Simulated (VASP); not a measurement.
# GaAs (F-43m) in VASP: a series of runs

Runs on GaAs. Level: PBE. Tasks: band structure, Born charges and dielectric tensor.

Everything below comes from runs of VASP 6.6.1. Logs are shortened: lines on timing, memory, paths and dates and some standing lists are left out, and cuts for length are marked.

**Measured values to compare with.**

From “Evidence of valence band perturbations in GaAsN/GaAs(001): A combined variable-angle spectroscopic ellipsometry and modulated photoreflectance investigation”, 2008, arxiv:0805.2212, for a bulk crystal of GaAs at 300 K: band gap 1.412 ± 0.01 eV (direct).

A printed reference work, textbook reports, for a bulk crystal of GaAs at 300 K: high-frequency dielectric constant 10.89.

The runs below are set against these values where they give the same quantity.

**1. The structure**

It takes space group F-43m (No. 216, cubic). The conventional cell has a = 5.762 Å, b = 5.762 Å, c = 5.762 Å, α = 90.00°, β = 90.00°, γ = 90.00°. Ga (site symmetry -43m) is surrounded by 4 As at 2.49 Å. Around As (site symmetry -43m) lie 4 Ga at 2.49 Å.

**2. Band structure, PBE**

POSCAR

```
GaAs                                    
1.0
    0.0000000000      2.8808376414      2.8808376414
    2.8808376414      0.0000000000      2.8808376414
    2.8808376414      2.8808376414      0.0000000000
  Ga              As            
     1     1
Direct
     0.0000000000000000    0.0000000000000000    0.0000000000000000
     0.2500000000000000    0.2500000000000000    0.2500000000000000
```

INCAR.step1

```
SYSTEM = GaAs
  PREC = Accurate
  ENCUT = 520
  EDIFF = 1E-7
  ISMEAR = 0
  SIGMA = 0.02
  LREAL = .False.
  LASPH = .True.
  NELM = 100
  ALGO = Normal
  ISIF = 2
  LWAVE = .False.
  LCHARG = .True.
  GGA = PE
  NBANDS = 11
```

KPOINTS.step1

```
Automatic mesh
0
Gamma
  10 10 10
  0 0 0
```

INCAR.step2

```
SYSTEM = GaAs
  PREC = Accurate
  ENCUT = 520
  EDIFF = 1E-7
  ISMEAR = 0
  SIGMA = 0.05
  LREAL = .False.
  LASPH = .True.
  NELM = 100
  ALGO = Normal
  ISIF = 2
  LWAVE = .False.
  LCHARG = .False.
  GGA = PE
  NBANDS = 11
  ICHARG = 11
```

KPOINTS.step2

```
path GXWKGLUWLK,UX
15
line-mode
reciprocal
 0.0000000000  0.0000000000  0.0000000000  G
 0.5000000000  0.0000000000  0.5000000000  X

 0.5000000000  0.0000000000  0.5000000000  X
 0.5000000000  0.2500000000  0.7500000000  W

 0.5000000000  0.2500000000  0.7500000000  W
 0.3750000000  0.3750000000  0.7500000000  K

 0.3750000000  0.3750000000  0.7500000000  K
 0.0000000000  0.0000000000  0.0000000000  G

 0.0000000000  0.0000000000  0.0000000000  G
 0.5000000000  0.5000000000  0.5000000000  L

 0.5000000000  0.5000000000  0.5000000000  L
 0.6250000000  0.2500000000  0.6250000000  U

 0.6250000000  0.2500000000  0.6250000000  U
 0.5000000000  0.2500000000  0.7500000000  W

 0.5000000000  0.2500000000  0.7500000000  W
 0.5000000000  0.5000000000  0.5000000000  L

 0.5000000000  0.5000000000  0.5000000000  L
 0.3750000000  0.3750000000  0.7500000000  K

 0.6250000000  0.2500000000  0.6250000000  U
 0.5000000000  0.0000000000  0.5000000000  X
```

Potentials or basis: VASP PAW PBE potentials, release 64 (Ga, As).

Launch:

```bash
$ cat potpaw_PBE.64/Ga/POTCAR potpaw_PBE.64/As/POTCAR > POTCAR
$ cp INCAR.step1 INCAR
$ cp KPOINTS.step1 KPOINTS
$ mpirun -np 1 vasp_std > vasp.out
$ cp INCAR.step2 INCAR
$ cp KPOINTS.step2 KPOINTS
$ mpirun -np 1 vasp_std > vasp.out
```

OUTCAR:

```text
SYSTEM = GaAs
   PREC = Accurate
   ENCUT = 520
   EDIFF = 1E-7
   ISMEAR = 0
   LREAL = .False.
   LASPH = .True.
   NELM = 100
   ISIF = 2
   GGA = PE
   ICHARG = 11

 ion  position               nearest neighbor table
   1  0.000  0.000  0.000-   2 2.49   2 2.49   2 2.49   2 2.49
   2  0.250  0.250  0.250-   1 2.49   1 2.49   1 2.49   1 2.49

  LATTYP: Found a face centered cubic cell.
 ALAT       =     5.7616752828

  Lattice vectors:

 A1 = (   0.0000000000,   2.8808376414,   2.8808376414)
 A2 = (   2.8808376414,   0.0000000000,   2.8808376414)
 A3 = (   2.8808376414,   2.8808376414,   0.0000000000)

Analysis of symmetry for initial positions (statically):
=====================================================================
 Subroutine PRICEL returns:
 Original cell was already a primitive cell.

 Routine SETGRP: Setting up the symmetry group for a
 face centered cubic supercell.

 Subroutine GETGRP returns: Found 24 space group operations
 (whereof 24 operations were pure point group operations)
 out of a pool of 48 trial point group operations.

The static configuration has the point symmetry T_d .

Analysis of symmetry for dynamics (positions and initial velocities):
=====================================================================
 Subroutine PRICEL returns:
 Original cell was already a primitive cell.

 Routine SETGRP: Setting up the symmetry group for a
 face centered cubic supercell.

 Subroutine GETGRP returns: Found 24 space group operations
 (whereof 24 operations were pure point group operations)
 out of a pool of 48 trial point group operations.

The dynamic configuration has the point symmetry T_d .

 Subroutine INISYM returns: Found 24 space group operations
 (whereof 24 operations are pure point group operations),
 and found     1 'primitive' translations

----------------------------------------------------------------------------------------

                                     Primitive cell

  volume of cell :      47.8174

  direct lattice vectors                    reciprocal lattice vectors
     0.000000000  2.880837641  2.880837641    -0.173560631  0.173560631  0.173560631
     2.880837641  0.000000000  2.880837641     0.173560631 -0.173560631  0.173560631
     2.880837641  2.880837641  0.000000000     0.173560631  0.173560631 -0.173560631

  length of vectors
     4.074119663  4.074119663  4.074119663     0.300615832  0.300615832  0.300615832

  position of ions in fractional coordinates (direct lattice)
     0.000000000  0.000000000  0.000000000
     0.250000000  0.250000000  0.250000000

  ion indices of the primitive-cell ions
   primitive index   ion index
                 1           1
                 2           2

----------------------------------------------------------------------------------------

 KPOINTS: path GXWKGLUWLK,UX

Interpolating k-points between supplied coordinates.

 Line segments in fractional coordinates (reciprocal lattice):
    0.000000  0.000000  0.000000  ...  0.500000  0.000000  0.500000
    0.500000  0.000000  0.500000  ...  0.500000  0.250000  0.750000
    0.500000  0.250000  0.750000  ...  0.375000  0.375000  0.750000
    0.375000  0.375000  0.750000  ...  0.000000  0.000000  0.000000
    0.000000  0.000000  0.000000  ...  0.500000  0.500000  0.500000
    0.500000  0.500000  0.500000  ...  0.625000  0.250000  0.625000
    0.625000  0.250000  0.625000  ...  0.500000  0.250000  0.750000
    0.500000  0.250000  0.750000  ...  0.500000  0.500000  0.500000
    0.500000  0.500000  0.500000  ...  0.375000  0.375000  0.750000
    0.625000  0.250000  0.625000  ...  0.500000  0.000000  0.500000

 Generated    15 points on each line segment, for a total of    150 k-points:

 Following reciprocal coordinates:
            Coordinates               Weight
  0.000000  0.000000  0.000000      0.006667
  0.035714  0.000000  0.035714      0.006667
  0.071429  0.000000  0.071429      0.006667
  0.107143  0.000000  0.107143      0.006667
  0.142857  0.000000  0.142857      0.006667
  0.178571  0.000000  0.178571      0.006667
[... 16 lines left out ...]
  0.500000  0.125000  0.625000      0.006667
  0.500000  0.142857  0.642857      0.006667
 [... further k-points ...]
   k-points           NKPTS =    150   k-points in BZ     NKDIM =    150   number of bands    NBANDS=     11
   number of dos      NEDOS =    301   number of ions     NIONS =      2
   total plane-waves  NPLWV =  27000
   dimension x,y,z NGX =    30 NGY =   30 NGZ =   30
   dimension x,y,z NGXF=    60 NGYF=   60 NGZF=   60
   ions per type =               1   1
   NGX,Y,Z   is equivalent  to a cutoff of  12.24, 12.24, 12.24 a.u.
   NGXF,Y,Z  is equivalent  to a cutoff of  24.48, 24.48, 24.48 a.u.
 SYSTEM =  GaAs
   PREC   = accura    normal or accurate (medium, high low for compatibility)
   ISTART =      0    job   : 0-new  1-cont  2-samecut
   ICHARG =     11    charge: 1-file 2-atom 10-const
   ISPIN  =      1    spin polarized calculation?
   LNONCOLLINEAR =      F non collinear calculations
   LSORBIT =      F    spin-orbit coupling
   LASPH  =      T    aspherical Exc in radial PAW
   ENCUT  =  520.0 eV  38.22 Ry    6.18 a.u.   7.58  7.58  7.58*2*pi/ulx,y,z
   NELM   =    100;   NELMIN=  2; NELMDL=  0     # of ELM steps
   EDIFF  = 0.1E-06   stopping-criterion for ELM
   LREAL  =      F    real-space projection
   EDIFFG = 0.1E-05   stopping-criterion for IOM
   NSW    =      0    number of steps for IOM
   IBRION =     -1    ionic relax: 0-MD 1-quasi-New 2-CG
   NFREE  =      0    steps in history (QN), initial steepest desc. (CG)
   ISIF   =      2    stress and relaxation
   ISYM   =      2    0-nonsym 1-usesym 2-fastsym
   POTIM  = 0.5000    time-step for ionic-motion
   TEBEG  =    0.0;   TEEND  =   0.0 temperature during run
   PSTRESS=    0.0 pullay stress
   NELECT =       8.0000    total number of electrons
   NUPDOWN=      -1.0000    fix difference up-down
   EMIN   =  10.00;   EMAX   =-10.00  energy-range for DOS
   EFERMI =   0.00;   METHOD = LEGACY
   ISMEAR =     0;   SIGMA  =   0.05  broadening in eV -4-tet -1-fermi 0-gaus
   EFERMI_NEDOS =   21; number of points for ismear=-14 and -15
   IALGO  =     38    algorithm
   IMIX   =      4    mixing-type and parameters
     AMIX     =   0.40;   BMIX     =  1.00
     AMIX_MAG =   1.60;   BMIX_MAG =  1.00
  volume/ion in A,a.u.               =      23.91       161.34
  Fermi-wavevector in a.u.,A,eV,Ry     =   0.902075  1.704675 11.071599  0.813740
  Thomas-Fermi vector in A             =   2.025234
   LORBIT       =      0    0 simple, 1 ext, 2 COOP (PROOUT), +10 PAW based schemes
   GGA     = PE    functional components
   LHFCALC =     F    Hartree Fock is set to
   AEXX    =    0.0000 exact exchange contribution
   IVDW    =     0    specifies the selected vdW correction
   LEPSILON=     F    determine dielectric tensor
   LRPA    =     F    only Hartree local field effects (RPA)
 non-spin polarized calculation
 Gauss-broadening in eV      SIGMA  =   0.05
  energy-cutoff  :      520.00
  volume of cell :       47.82
 maximum number of plane-waves:      1308

 number of electron       7.9999999 magnetization

 Free energy of the ion-electron system (eV)
  ---------------------------------------------------
  ext. energy  EPLUGINS =         0.00000000
  ---------------------------------------------------
  free energy    TOTEN  =        -8.44054390 eV

  energy without entropy =       -8.44036237  energy(sigma->0) =       -8.44045313

 E-fermi :   2.3779     XC(G=0):  -8.9538

 val. band max:        2.2921644480   @ k =   0.0000   0.0000   0.0000
 cond. band min:       2.4471818319   @ k =   0.0000   0.0000   0.0000
 fundamental gap:      0.1550173840
 Fermi energy:         2.3779114742

 k-point     1 :       0.0000    0.0000    0.0000
  band No.  band energies     occupation
      1     -10.0186      2.00000
      2       2.2922      1.98470
      3       2.2922      1.98470
      4       2.2922      1.98470
      5       2.4472      0.05008
      6       6.0382      0.00000
      7       6.0382      0.00000
      8       6.0382      0.00000
      9       9.7333      0.00000
     10      12.2584      0.00000
     11      12.2584      0.00000

 k-point     2 :       0.0357    0.0000    0.0357
  band No.  band energies     occupation
      1     -10.0014      2.00000
      2       1.7482      2.00000
      3       2.2313      1.99997
      4       2.2313      1.99997
      5       2.9877      0.00000
      6       5.9667      0.00000
      7       6.1230      0.00000
      8       6.1230      0.00000
      9       9.8500      0.00000
     10      11.9264      0.00000
     11      12.2781      0.00000

 k-point     3 :       0.0714    0.0000    0.0714
  band No.  band energies     occupation
      1      -9.9499      2.00000
      2       1.1376      2.00000
      3       2.0647      2.00000
      4       2.0647      2.00000
      5       3.5823      0.00000
      6       5.7792      0.00000
      7       6.3611      0.00000
      8       6.3611      0.00000
      9      10.1709      0.00000
     10      11.2946      0.00000
     11      12.3373      0.00000
[... 267 lines left out ...]
 k-point    23 :       0.5000    0.1250    0.6250
  band No.  band energies     occupation
      1      -7.8598      2.00000
      2      -4.1556      2.00000
      3      -0.6150      2.00000
      4      -0.5083      2.00000
      5       4.9023      0.00000
      6       5.0237      0.00000
      7      10.1755      0.00000
      8      10.3769      0.00000
      9      12.8670      0.00000
     10      14.1873      0.00000
     11      15.3153      0.00000

 k-point    24 :       0.5000    0.1429    0.6429
  band No.  band energies     occupation
      1      -7.8559      2.00000
      2      -4.1360      2.00000
      3      -0.7015      2.00000
      4      -0.5720      2.00000
      5       5.1799      0.00000
      6       5.2901      0.00000
      7       9.7618      0.00000
      8      10.0109      0.00000
      9      12.8801      0.00000
     10      14.1627      0.00000
     11      15.2383      0.00000

 [... further k-points ...]

------------------------ aborting loop because EDIFF is reached ----------------------------------------

  FORCE on cell =-STRESS in cart. coord.  units (eV):
  Direction    XX          YY          ZZ          XY          YZ          ZX
  --------------------------------------------------------------------------------------
  -------------------------------------------------------------------------------------
  Total       -0.1235146     -0.1235146     -0.1235146      0.0000000      0.0000000      0.0000000
  in kB       -4.1384950     -4.1384950     -4.1384950      0.0000000      0.0000000      0.0000000
  external PRESSURE =      -4.1384950 kB  Pullay stress =       0.0000000 kB

 VOLUME and BASIS-vectors are now :
 -----------------------------------------------------------------------------
  energy-cutoff  :      520.00
  volume of cell :       47.82
      direct lattice vectors                 reciprocal lattice vectors
     0.000000000  2.880837641  2.880837641    -0.173560631  0.173560631  0.173560631
     2.880837641  0.000000000  2.880837641     0.173560631 -0.173560631  0.173560631
     2.880837641  2.880837641  0.000000000     0.173560631  0.173560631 -0.173560631

 POSITION                                       TOTAL-FORCE (eV/Angst)
 -----------------------------------------------------------------------------------
      0.00000      0.00000      0.00000        -0.000000      0.000000     -0.000000
      1.44042      1.44042      1.44042         0.000000     -0.000000      0.000000
 -----------------------------------------------------------------------------------
    total drift:                                0.000000      0.000000      0.000000

  FREE ENERGIE OF THE ION-ELECTRON SYSTEM (eV)
  ---------------------------------------------------
  free  energy   TOTEN  =        -8.4405439003 eV

  energy  without entropy=       -8.4403623656  energy(sigma->0) =       -8.44045313
```

Run time: 34 s. Hardware: 1 thread of AMD EPYC 9R45 (Zen 5), shared host; peak memory 0.2 GiB.

What came out:

* Band gap on the k mesh: 0.16 eV, direct
* Band gap along the path: 0.16 eV, direct

Levels at the corners of the path, in eV from the valence-band top:
```csv
point,band 1,band 2,band 3,band 4,band 5,band 6,band 7,band 8,band 9
Γ,-12.31,0.00,0.00,0.00,0.16,3.75,3.75,3.75,7.44
X,-10.17,-6.53,-2.47,-2.47,1.58,1.70,9.76,9.76,10.50
X,-10.17,-6.53,-2.47,-2.47,1.58,1.70,9.76,9.76,10.50
W,-10.13,-6.36,-3.28,-3.07,4.39,4.70,5.26,6.04,10.63
W,-10.13,-6.36,-3.28,-3.07,4.39,4.70,5.26,6.04,10.63
K,-10.21,-6.35,-3.56,-2.08,2.01,4.53,7.68,7.83,8.40
K,-10.21,-6.35,-3.56,-2.08,2.01,4.53,7.68,7.83,8.40
Γ,-12.31,0.00,0.00,0.00,0.16,3.75,3.75,3.75,7.44
Γ,-12.31,0.00,0.00,0.00,0.16,3.75,3.75,3.75,7.44
L,-10.82,-6.31,-1.05,-1.05,0.88,4.64,4.64,7.70,10.00
L,-10.82,-6.31,-1.05,-1.05,0.88,4.64,4.64,7.70,10.00
U,-10.21,-6.35,-3.56,-2.08,2.01,4.53,7.68,7.83,8.40
U,-10.21,-6.35,-3.56,-2.08,2.01,4.53,7.68,7.83,8.40
W,-10.13,-6.36,-3.28,-3.07,4.39,4.70,5.26,6.04,10.63
W,-10.13,-6.36,-3.28,-3.07,4.39,4.70,5.26,6.04,10.63
L,-10.82,-6.31,-1.05,-1.05,0.88,4.64,4.64,7.70,10.00
L,-10.82,-6.31,-1.05,-1.05,0.88,4.64,4.64,7.70,10.00
K,-10.21,-6.35,-3.56,-2.08,2.01,4.53,7.68,7.83,8.40
U,-10.21,-6.35,-3.56,-2.08,2.01,4.53,7.68,7.83,8.40
X,-10.17,-6.53,-2.47,-2.47,1.58,1.70,9.76,9.76,10.50
```

Caveat: the log is that of the step along the path at fixed density, whose energy, stress, charges and moments have no meaning.

(Part 1 of 2 ends here.)
